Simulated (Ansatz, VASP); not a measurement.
**One calculation of AlN, two programs**

```
Al N
1.0
     0.00000    2.02211    2.02211
     2.02211    0.00000    2.02211
     2.02211    2.02211    0.00000
Al N
1 1
Direct
  0.00000 0.00000 0.00000
  0.50000 0.50000 0.50000
```

Alike in both runs: task single point; functional PBEsol; k mesh 14 × 14 × 14; occupations gaussian, width 0.05 eV; no spin polarisation.

```csv
,VASP,Ansatz
version,VASP 6.6.1,Ansatz 0.2.0
potentials or method,"VASP PAW PBE potentials, release 64 (Al, N)","scalar-relativistic, plane waves, PAW"
plane-wave cutoff (eV),520,420
valence electrons in the cell,8,8
```

Ansatz gave:

```
gap on the k mesh at the Fermi level (eV) : 4.55
least direct gap on the mesh (eV)         : 5.64
pressure (GPa)                            : 0.2
```

**Question.** Estimate VASP's values.

**Answer.** gap on the k mesh at the Fermi level (eV): 4.55; least direct gap on the mesh (eV): 5.66; pressure (GPa): 0.2.

Caveats: the PAW data sets were made with another functional, which shifts forces and pressure a little (VASP). A k mesh can miss the band edges. A hybrid or GW would open this gap; PBEsol tends to underestimate it.
